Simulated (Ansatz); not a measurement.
# Preparing AlN (P6_3mc) as a host crystal, part 2 of 3

Aim: the runs on the perfect crystal AlN (P6_3mc) that a defect calculation needs first.

Ansatz 0.2.0; plane-wave PAW DFT, PBEsol; relaxation of the host's cell and atoms; PAW set soft_1 (the session's first sound run).

So far. Step 3 (Dielectric tensors of the host): The principal values of the electronic dielectric tensor are 4.50, 4.50 and 4.73. The principal values of the static dielectric tensor are 8.20, 8.20 and 9.74.

### Step 4. Defect free supercell relaxed in its symmetry

This cell, the one that will hold the defects, is built from the relaxed host. Its coarser k-points can move the atoms a little, so it is relaxed from the symmetric sites, as the reference for the test of stability.

This step: plane-wave PAW DFT, PBEsol; relaxation of the defect-free supercell in its symmetry; PAW set soft_1 (Ansatz 0.2.0).

System of this step: AlN (P6_3mc). The cell holds 128 atoms: 64 Al and 64 N. Its edges and angles: a = 14.686 Å, b = 14.686 Å, c = 11.753 Å, α = 125.1°, β = 125.1°, γ = 94.5°.

Input file pristine.symmetric/input.yaml:

```yaml
crystal:
  lattice:
    - [-9.3408221251, 5.3929260535, 9.9673535922]
    - [9.3408221251, -5.3929260535, 9.9673535922]
    - [3.1136073087, 5.3929261684, -9.9673535922]
  atoms:
    - { symbol: Al, position: [0.2080918742, 0.0414252076, 0.0] }
    - { symbol: Al, position: [0.2080918742, 0.2914252076, 0.25] }
    - { symbol: Al, position: [0.4580918742, 0.0414252076, 0.25] }
    - { symbol: Al, position: [0.4580918742, 0.2914252076, 0.0] }
    - { symbol: Al, position: [0.1664252076, 0.0830918742, 0.25] }
    - { symbol: Al, position: [0.1664252076, 0.3330918742, 0.0] }
    - { symbol: Al, position: [0.4164252076, 0.0830918742, 0.0] }
    - { symbol: Al, position: [0.4164252076, 0.3330918742, 0.25] }
    - { symbol: "N", position: [0.0535747924, 0.1369081258, 0.25] }
    - { symbol: "N", position: [0.0535747924, 0.3869081258, 0.0] }
    - { symbol: "N", position: [0.3035747924, 0.1369081258, 0.0] }
    - { symbol: "N", position: [0.3035747924, 0.3869081258, 0.25] }
    - { symbol: "N", position: [0.0119081258, 0.1785747924, 0.0] }
    - { symbol: "N", position: [0.0119081258, 0.4285747924, 0.25] }
    - { symbol: "N", position: [0.2619081258, 0.1785747924, 0.25] }
    - { symbol: "N", position: [0.2619081258, 0.4285747924, 0.0] }
    - { symbol: Al, position: [0.2080918742, 0.0414252076, 0.5] }
    - { symbol: Al, position: [0.2080918742, 0.2914252076, 0.75] }
    - { symbol: Al, position: [0.4580918742, 0.0414252076, 0.75] }
    - { symbol: Al, position: [0.4580918742, 0.2914252076, 0.5] }
    - { symbol: Al, position: [0.1664252076, 0.0830918742, 0.75] }
    - { symbol: Al, position: [0.1664252076, 0.3330918742, 0.5] }
    - { symbol: Al, position: [0.4164252076, 0.0830918742, 0.5] }
    - { symbol: Al, position: [0.4164252076, 0.3330918742, 0.75] }
    - { symbol: "N", position: [0.0535747924, 0.1369081258, 0.75] }
    - { symbol: "N", position: [0.0535747924, 0.3869081258, 0.5] }
    - { symbol: "N", position: [0.3035747924, 0.1369081258, 0.5] }
    - { symbol: "N", position: [0.3035747924, 0.3869081258, 0.75] }
    - { symbol: "N", position: [0.0119081258, 0.1785747924, 0.5] }
    - { symbol: "N", position: [0.0119081258, 0.4285747924, 0.75] }
    - { symbol: "N", position: [0.2619081258, 0.1785747924, 0.75] }
    - { symbol: "N", position: [0.2619081258, 0.4285747924, 0.5] }
    - { symbol: Al, position: [0.2080918742, 0.5414252076, 0.0] }
    - { symbol: Al, position: [0.2080918742, 0.7914252076, 0.25] }
    - { symbol: Al, position: [0.4580918742, 0.5414252076, 0.25] }
    - { symbol: Al, position: [0.4580918742, 0.7914252076, 0.0] }
    - { symbol: Al, position: [0.1664252076, 0.5830918742, 0.25] }
    - { symbol: Al, position: [0.1664252076, 0.8330918742, 0.0] }
    - { symbol: Al, position: [0.4164252076, 0.5830918742, 0.0] }
    - { symbol: Al, position: [0.4164252076, 0.8330918742, 0.25] }
    - { symbol: "N", position: [0.0535747924, 0.6369081258, 0.25] }
    - { symbol: "N", position: [0.0535747924, 0.8869081258, 0.0] }
    - { symbol: "N", position: [0.3035747924, 0.6369081258, 0.0] }
    - { symbol: "N", position: [0.3035747924, 0.8869081258, 0.25] }
    - { symbol: "N", position: [0.0119081258, 0.6785747924, 0.0] }
    - { symbol: "N", position: [0.0119081258, 0.9285747924, 0.25] }
    - { symbol: "N", position: [0.2619081258, 0.6785747924, 0.25] }
    - { symbol: "N", position: [0.2619081258, 0.9285747924, 0.0] }
    - { symbol: Al, position: [0.2080918742, 0.5414252076, 0.5] }
    - { symbol: Al, position: [0.2080918742, 0.7914252076, 0.75] }
    - { symbol: Al, position: [0.4580918742, 0.5414252076, 0.75] }
    - { symbol: Al, position: [0.4580918742, 0.7914252076, 0.5] }
    - { symbol: Al, position: [0.1664252076, 0.5830918742, 0.75] }
    - { symbol: Al, position: [0.1664252076, 0.8330918742, 0.5] }
    - { symbol: Al, position: [0.4164252076, 0.5830918742, 0.5] }
    - { symbol: Al, position: [0.4164252076, 0.8330918742, 0.75] }
    - { symbol: "N", position: [0.0535747924, 0.6369081258, 0.75] }
    - { symbol: "N", position: [0.0535747924, 0.8869081258, 0.5] }
    - { symbol: "N", position: [0.3035747924, 0.6369081258, 0.5] }
    - { symbol: "N", position: [0.3035747924, 0.8869081258, 0.75] }
    - { symbol: "N", position: [0.0119081258, 0.6785747924, 0.5] }
    - { symbol: "N", position: [0.0119081258, 0.9285747924, 0.75] }
    - { symbol: "N", position: [0.2619081258, 0.6785747924, 0.75] }
    - { symbol: "N", position: [0.2619081258, 0.9285747924, 0.5] }
    - { symbol: Al, position: [0.7080918742, 0.0414252076, 0.0] }
    - { symbol: Al, position: [0.7080918742, 0.2914252076, 0.25] }
    - { symbol: Al, position: [0.9580918742, 0.0414252076, 0.25] }
    - { symbol: Al, position: [0.9580918742, 0.2914252076, 0.0] }
    - { symbol: Al, position: [0.6664252076, 0.0830918742, 0.25] }
    - { symbol: Al, position: [0.6664252076, 0.3330918742, 0.0] }
    - { symbol: Al, position: [0.9164252076, 0.0830918742, 0.0] }
    - { symbol: Al, position: [0.9164252076, 0.3330918742, 0.25] }
    - { symbol: "N", position: [0.5535747924, 0.1369081258, 0.25] }
    - { symbol: "N", position: [0.5535747924, 0.3869081258, 0.0] }
    - { symbol: "N", position: [0.8035747924, 0.1369081258, 0.0] }
    - { symbol: "N", position: [0.8035747924, 0.3869081258, 0.25] }
    - { symbol: "N", position: [0.5119081258, 0.1785747924, 0.0] }
    - { symbol: "N", position: [0.5119081258, 0.4285747924, 0.25] }
    - { symbol: "N", position: [0.7619081258, 0.1785747924, 0.25] }
    - { symbol: "N", position: [0.7619081258, 0.4285747924, 0.0] }
    - { symbol: Al, position: [0.7080918742, 0.0414252076, 0.5] }
    - { symbol: Al, position: [0.7080918742, 0.2914252076, 0.75] }
    - { symbol: Al, position: [0.9580918742, 0.0414252076, 0.75] }
    - { symbol: Al, position: [0.9580918742, 0.2914252076, 0.5] }
    - { symbol: Al, position: [0.6664252076, 0.0830918742, 0.75] }
    - { symbol: Al, position: [0.6664252076, 0.3330918742, 0.5] }
    - { symbol: Al, position: [0.9164252076, 0.0830918742, 0.5] }
    - { symbol: Al, position: [0.9164252076, 0.3330918742, 0.75] }
    - { symbol: "N", position: [0.5535747924, 0.1369081258, 0.75] }
    - { symbol: "N", position: [0.5535747924, 0.3869081258, 0.5] }
    - { symbol: "N", position: [0.8035747924, 0.1369081258, 0.5] }
    - { symbol: "N", position: [0.8035747924, 0.3869081258, 0.75] }
    - { symbol: "N", position: [0.5119081258, 0.1785747924, 0.5] }
    - { symbol: "N", position: [0.5119081258, 0.4285747924, 0.75] }
    - { symbol: "N", position: [0.7619081258, 0.1785747924, 0.75] }
    - { symbol: "N", position: [0.7619081258, 0.4285747924, 0.5] }
    - { symbol: Al, position: [0.7080918742, 0.5414252076, 0.0] }
    - { symbol: Al, position: [0.7080918742, 0.7914252076, 0.25] }
    - { symbol: Al, position: [0.9580918742, 0.5414252076, 0.25] }
    - { symbol: Al, position: [0.9580918742, 0.7914252076, 0.0] }
    - { symbol: Al, position: [0.6664252076, 0.5830918742, 0.25] }
    - { symbol: Al, position: [0.6664252076, 0.8330918742, 0.0] }
    - { symbol: Al, position: [0.9164252076, 0.5830918742, 0.0] }
    - { symbol: Al, position: [0.9164252076, 0.8330918742, 0.25] }
    - { symbol: "N", position: [0.5535747924, 0.6369081258, 0.25] }
    - { symbol: "N", position: [0.5535747924, 0.8869081258, 0.0] }
    - { symbol: "N", position: [0.8035747924, 0.6369081258, 0.0] }
    - { symbol: "N", position: [0.8035747924, 0.8869081258, 0.25] }
    - { symbol: "N", position: [0.5119081258, 0.6785747924, 0.0] }
    - { symbol: "N", position: [0.5119081258, 0.9285747924, 0.25] }
    - { symbol: "N", position: [0.7619081258, 0.6785747924, 0.25] }
    - { symbol: "N", position: [0.7619081258, 0.9285747924, 0.0] }
    - { symbol: Al, position: [0.7080918742, 0.5414252076, 0.5] }
    - { symbol: Al, position: [0.7080918742, 0.7914252076, 0.75] }
    - { symbol: Al, position: [0.9580918742, 0.5414252076, 0.75] }
    - { symbol: Al, position: [0.9580918742, 0.7914252076, 0.5] }
    - { symbol: Al, position: [0.6664252076, 0.5830918742, 0.75] }
    - { symbol: Al, position: [0.6664252076, 0.8330918742, 0.5] }
    - { symbol: Al, position: [0.9164252076, 0.5830918742, 0.5] }
    - { symbol: Al, position: [0.9164252076, 0.8330918742, 0.75] }
    - { symbol: "N", position: [0.5535747924, 0.6369081258, 0.75] }
    - { symbol: "N", position: [0.5535747924, 0.8869081258, 0.5] }
    - { symbol: "N", position: [0.8035747924, 0.6369081258, 0.5] }
    - { symbol: "N", position: [0.8035747924, 0.8869081258, 0.75] }
    - { symbol: "N", position: [0.5119081258, 0.6785747924, 0.5] }
    - { symbol: "N", position: [0.5119081258, 0.9285747924, 0.75] }
    - { symbol: "N", position: [0.7619081258, 0.6785747924, 0.75] }
    - { symbol: "N", position: [0.7619081258, 0.9285747924, 0.5] }
basis:
  ecutwfc: 420
  xc_grid: 2
hamiltonian:
  xc: pbesol
  pseudopotentials: { kind: paw, azcp: { folder: soft_1 }, xc_functional: pbe }
kpoints:
  mp_grid: { grid: [1, 1, 1] }
scf:
  occupations: { method: fermi_dirac, width: 0.01 }
  max_iter: 100
  lower_state_search: "off"
output:
  forces: true
relax:
  f_tol: 0.015
  max_steps: 60
  escape_saddle: false
checkpoint:
  write: "../pristine.symmetric.run"
  compress: false
  write_wavefunctions: false
  write_every: 100000
```

Command:

```bash
$ ansatz run input.yaml --threads 32 --pin off --max-ram 84787MiB --backend cuda --events-out ev --progress --plain --runs-dir out --max-vram 78GiB
```

Numbers of over 12 decimals in the logs are rounded to 6 here.

The log of the run:

```text
[...]
device memory: the entry about to start is reckoned to put 3.9 GiB on a device that reports 179.0 GiB free (of which the cap on the GPU budget leaves the run 78.0 GiB)
GPU FFT provider: cuFFT
GPU libraries: cuBLAS 13.8.1, cuFFT 12.4.0, cuSOLVER 12.3.2
GPU matrix products: emulated (plane waves: as basis.precision tells), large ones in fixed point in workspaces of 1.00 GiB
Crystal: 128 atoms, lattice volume = 1338.931 Å³
Basis set: ecut = 420 eV, 26161 PW (Γ), exchange–correlation on 200×200×160 points (8 copies of the dense FFT grid, shifted against one another)
Bands: 384, of which v1, the nominal top of the filled ones, is band 256 counted from 1 (255 counted from 0)
Symmetry: 128 space group operations
[...]
k-points: 1
[...]
GPU buffer pool allocated for 800000 grid points (all kernels)
GPU transforms: local potential and band sums: pruned to the plane-wave sphere, on 100×100×80
[...]
SCF iter   1: F=—  HF=-58067.939408 eV  |Δ(HF+E_count)|=         —  Δρ=1.31e-1  dr2=2.81e2  Hψ=1704
[...]
SCF iter   7: F=-57980.541176 eV  HF=-57980.541176 eV  |Δ(HF+E_count)|=   7.77e-6  Δρ=4.87e-6  dr2=2.40e-7  Hψ=900
SCF 1 converged in 7 iterations: F = -57980.541176 eV  dr2 = 2.40e-7
[...]
relax step   1: F+E_penalty+E_count = -57980.54117604 eV  Δ(F+E_penalty+E_count) = +0.000e0 eV  max|allowed force component| = 1.549e-2 eV/Å  Δτ_max = 0.0000 Å  (7 SCF iters, dr2 threshold 5.63e-6 eV, accepted)
[...]
SCF iter   6: F=-57980.542222 eV  HF=-57980.542222 eV  |Δ(HF+E_count)|=  6.40e-10  Δρ=5.66e-8  dr2=3.00e-11  Hψ=651
SCF 2 converged in 6 iterations: F = -57980.542222 eV  dr2 = 3.00e-11
relax step   2: F+E_penalty+E_count = -57980.54222247 eV  Δ(F+E_penalty+E_count) = -1.046e-3 eV  max|allowed force component| = 1.057e-2 eV/Å  Δτ_max = 0.0013 Å  (6 SCF iters, accepted)
SCF converged after 6 iterations
Free energy (F): -57980.542222 eV
[...]
Internal energy: -57980.542222 eV  (E = F + TS)
E sigma→0 (E₀):  -57980.542222 eV
Fermi energy:    9.092940 eV
[...]
--- Forces (eV/Å), atoms counted from 1 ---
  atom   1  Al    -0.00464506     0.00268183    -0.01056901
  atom   2  Al    -0.00464506     0.00268183    -0.01056901
  atom   3  Al    -0.00464506     0.00268183    -0.01056901
  atom   4  Al    -0.00464506     0.00268183    -0.01056901
  atom   5  Al     0.00464506    -0.00268183    -0.01056901
  atom   6  Al     0.00464506    -0.00268183    -0.01056901
  [... 122 more lines of this table ...]
  max |Σ_I F_I| component: 2.20e-6 eV/Å
--- Relaxed structure (2 steps of the walk, 2 accepted, 0 SCFs on fresh bases) ---
  F+E_penalty+E_count = -57980.54222247 eV   max|allowed force component| = 1.057e-2 eV/Å
  atoms:
    - { symbol: Al, position: [0.208036, 0.041466, -2.7755575615628914e-17] }
    - { symbol: Al, position: [0.208036, 0.291466, 0.250000] }
    - { symbol: Al, position: [0.458036, 0.041466, 0.250000] }
    - { symbol: Al, position: [0.458036, 0.291466, -6.938893903907228e-17] }
    - { symbol: Al, position: [0.166466, 0.083036, 0.250000] }
    - { symbol: Al, position: [0.166466, 0.333036, 2.7755575615628914e-17] }
  [... 122 more lines of this table ...]
```

The job ended after 1.9 s (1 × NVIDIA GB200 with 32 threads of Arm Neoverse V2, shared host; peak memory 1.2 GiB; 6.9 s of CPU time).

No atom moved by 0.005 Å in the relaxation.

### Step 5. Defect free supercell relaxed from displaced atoms

This step: plane-wave PAW DFT, PBEsol; relaxation of the defect-free supercell from random displacements, a test of the host's stability; PAW set soft_1 (Ansatz 0.2.0).

pristine.rattled/input.yaml, as its differences from pristine.symmetric/input.yaml of step 4:

```diff
@@ -150,6 +150,6 @@
   f_tol: 0.015
-  max_steps: 60
-  escape_saddle: false
+  max_steps: 120
+  random_displacement: { amplitude: 0.06, seed: 3947 }
 checkpoint:
-  write: "../pristine.symmetric.run"
+  write: "../pristine.rattled.run"
   compress: false
```

The log of the run:

```text
[...]
Crystal: 128 atoms, lattice volume = 1338.931 Å³
Basis set: ecut = 420 eV, 26161 PW (Γ), exchange–correlation on 200×200×160 points (8 copies of the dense FFT grid, shifted against one another)
Bands: 384, of which v1, the nominal top of the filled ones, is band 256 counted from 1 (255 counted from 0)
Symmetry: 1 space group operations
k-points: 1
[...]
SCF iter   1: F=—  HF=-58064.418872 eV  |Δ(HF+E_count)|=         —  Δρ=1.31e-1  dr2=2.85e2  Hψ=1656
[...]
SCF iter   2: F=—  HF=-57980.440696 eV  |Δ(HF+E_count)|=    8.40e1  Δρ=4.53e-2  dr2=1.56e1  Hψ=862
[...]
SCF iter   7: F=-57975.814170 eV  HF=-57975.814171 eV  |Δ(HF+E_count)|=   4.13e-7  Δρ=1.46e-5  dr2=2.69e-6  Hψ=1152
SCF 1 converged in 7 iterations: F = -57975.814170 eV  dr2 = 2.69e-6
[...]
relax step   1: F+E_penalty+E_count = -57975.81417006 eV  Δ(F+E_penalty+E_count) = +0.000e0 eV  max|allowed force component| = 2.360e0 eV/Å  Δτ_max = 0.0000 Å  (7 SCF iters, dr2 threshold 5.63e-6 eV, accepted)
[...]
relax step   2: F+E_penalty+E_count = -57979.11116146 eV  Δ(F+E_penalty+E_count) = -3.297e0 eV  max|allowed force component| = 1.173e0 eV/Å  Δτ_max = 0.0570 Å  (6 SCF iters, dr2 threshold 1.00e-4 eV, accepted)
relax step   3: F+E_penalty+E_count = -57980.54235223 eV  Δ(F+E_penalty+E_count) = -1.431e0 eV  max|allowed force component| = 1.931e-2 eV/Å  Δτ_max = 0.0489 Å  (6 SCF iters, dr2 threshold 8.60e-5 eV, accepted)
relax step   4: F+E_penalty+E_count = -57980.54235607 eV  Δ(F+E_penalty+E_count) = -3.838e-6 eV  max|allowed force component| = 1.916e-2 eV/Å  Δτ_max = 0.0000 Å  (4 SCF iters, accepted)
[...]
SCF iter   1: F=—  HF=-57980.543054 eV  |Δ(HF+E_count)|=         —  Δρ=1.65e-4  dr2=4.12e-4  Hψ=684
[...]
SCF iter   2: F=—  HF=-57980.542954 eV  |Δ(HF+E_count)|=   1.00e-4  Δρ=8.98e-5  dr2=1.18e-4  Hψ=442
[...]
SCF iter   5: F=-57980.542519 eV  HF=-57980.542519 eV  |Δ(HF+E_count)|=   3.66e-9  Δρ=1.28e-6  dr2=2.12e-8  Hψ=900
SCF 5 converged in 5 iterations: F = -57980.542519 eV  dr2 = 2.12e-8
[...]
relax step   5: F+E_penalty+E_count = -57980.54251864 eV  Δ(F+E_penalty+E_count) = -1.626e-4 eV  max|allowed force component| = 6.876e-3 eV/Å  Δτ_max = 0.0022 Å  (5 SCF iters, accepted)
SCF converged after 5 iterations
Free energy (F): -57980.542519 eV
[...]
Internal energy: -57980.542519 eV  (E = F + TS)
E sigma→0 (E₀):  -57980.542519 eV
Fermi energy:    9.094389 eV
[...]
--- Forces (eV/Å), atoms counted from 1 ---
  atom   1  Al    -0.00198163     0.00156412     0.00000632
  atom   2  Al    -0.00117316     0.00142003    -0.00007116
  atom   3  Al    -0.00129377     0.00131391    -0.00007034
  atom   4  Al    -0.00144448     0.00108167     0.00016495
  atom   5  Al     0.00136764    -0.00158952     0.00013820
  atom   6  Al     0.00154720    -0.00104011     0.00052045
  [... 122 more lines of this table ...]
  max |Σ_I F_I| component: 5.00e-5 eV/Å
--- Relaxed structure (5 steps of the walk, 5 accepted, 0 SCFs on fresh bases) ---
  F+E_penalty+E_count = -57980.54251864 eV   max|allowed force component| = 6.876e-3 eV/Å
  atoms:
    - { symbol: Al, position: [0.208248, 0.041393, 0.000375] }
    - { symbol: Al, position: [0.208241, 0.291385, 0.250359] }
    - { symbol: Al, position: [0.458249, 0.041396, 0.250378] }
    - { symbol: Al, position: [0.458249, 0.291396, 0.000381] }
    - { symbol: Al, position: [0.166620, 0.082947, 0.250301] }
    - { symbol: Al, position: [0.166608, 0.332943, 0.000287] }
  [... 122 more lines of this table ...]
```

Elapsed: 3.7 s, on 1 × NVIDIA GB200 with 32 threads; peak memory 1.1 GiB; 17 s of CPU time.

Step by step:

```tsv
step	energy less that of the first step (eV)	largest force component (eV/Å)
1	0.0000	2.3600
2	-3.2970	1.1733
3	-4.7282	0.0193
4	-4.7282	0.0192
5	-4.7283	0.0069
```

The relaxation ends 37 meV an atom lower than the displaced start, with a largest force component of 0.0069 eV/Å.

### Step 6. Host on a dense mesh

This step: plane-wave PAW DFT, PBEsol; single point of the defect-free host, a test of the k-point sampling; PAW set soft_1 (Ansatz 0.2.0).

System of this step: AlN (P6_3mc). Symmetry: P6_3mc, No. 186, hexagonal system. The conventional cell has a = 3.114 Å, b = 3.114 Å, c = 4.984 Å, α = 90.00°, β = 90.00°, γ = 120.00°. Nearest to Al lie 4 N at 1.89 to 1.90 Å. Nearest to N lie 4 Al at 1.89 to 1.90 Å. Farther neighbours and most contacts between anions are not listed.

Input file dense/input.yaml:

```yaml
crystal:
  lattice:
    - [3.1136073585, 2.87e-08, 0.0]
    - [-1.5568037041, 2.6964630555, 0.0]
    - [0.0, 0.0, 4.9836767961]
  atoms:
    - { symbol: Al, position: [0.6666666667, 0.3333333333, 0.4990341637] }
    - { symbol: Al, position: [0.3333333333, 0.6666666667, 0.9990341637] }
    - { symbol: "N", position: [0.6666666667, 0.3333333333, 0.8809658363] }
    - { symbol: "N", position: [0.3333333333, 0.6666666667, 0.3809658363] }
basis:
  ecutwfc: 420
  xc_grid: 2
hamiltonian:
  xc: pbesol
  pseudopotentials: { kind: paw, azcp: { folder: soft_1 }, xc_functional: pbe }
kpoints:
  mp_grid: { grid: [10, 10, 6] }
scf:
  occupations: { method: fermi_dirac, width: 0.01 }
  max_iter: 100
  lower_state_search: "off"
checkpoint:
  write: "../dense.run"
  compress: false
  write_wavefunctions: false
  write_every: 100000
```

The log of the run:

```text
[...]
GPU FFT provider: cuFFT
GPU libraries: cuBLAS 13.8.1, cuFFT 12.4.0, cuSOLVER 12.3.2
[...]
Crystal: 4 atoms, lattice volume = 41.842 Å³
Basis set: ecut = 420 eV, 809 PW (Γ), exchange–correlation on 48×48×72 points (8 copies of the dense FFT grid, shifted against one another)
Bands: 12, of which v1, the nominal top of the filled ones, is band 8 counted from 1 (7 counted from 0)
Symmetry: 12 space group operations
[...]
k-points: 56 of 600 (time reversal used)
[...]
GPU buffer pool allocated for 20736 grid points (all kernels)
[...]
SCF iter   1: F=—  HF=-1814.635047 eV  |Δ(HF+E_count)|=         —  Δρ=1.30e-1  dr2=8.74e0  Hψ=4193
[...]
SCF iter   6: F=-1811.925428 eV  HF=-1811.925428 eV  |Δ(HF+E_count)|=   6.65e-8  Δρ=5.92e-6  dr2=1.40e-8  Hψ=1355
SCF 1 converged in 6 iterations: F = -1811.925428 eV  dr2 = 1.40e-8
[...]
SCF converged after 6 iterations
Free energy (F): -1811.925428 eV
[...]
Internal energy: -1811.925428 eV  (E = F + TS)
E sigma→0 (E₀):  -1811.925428 eV
Fermi energy:    9.081922 eV
[...]
```

Run time: 0.84 s. Hardware: 1 × NVIDIA GB200 with 32 threads; peak memory 0.92 GiB; 2.1 s of CPU time.

(Continued in part 3 of 3.)

[Logs are printed without paths, hosts, clocks, repeated set-up lines and the standing remarks that a program may print on its own settings, such as how far it seeks lower states.]

[Hosts, paths, dates, database ids (printed as entryN), source tags and the programs' standing remarks are cut or masked in the printed files.]

[Runs of the host that timed out are not shown.]

[For some hosts the program warned that the k-mesh of the response run may be too coarse for force constants and the static dielectric constant; such warnings are not always shown.]
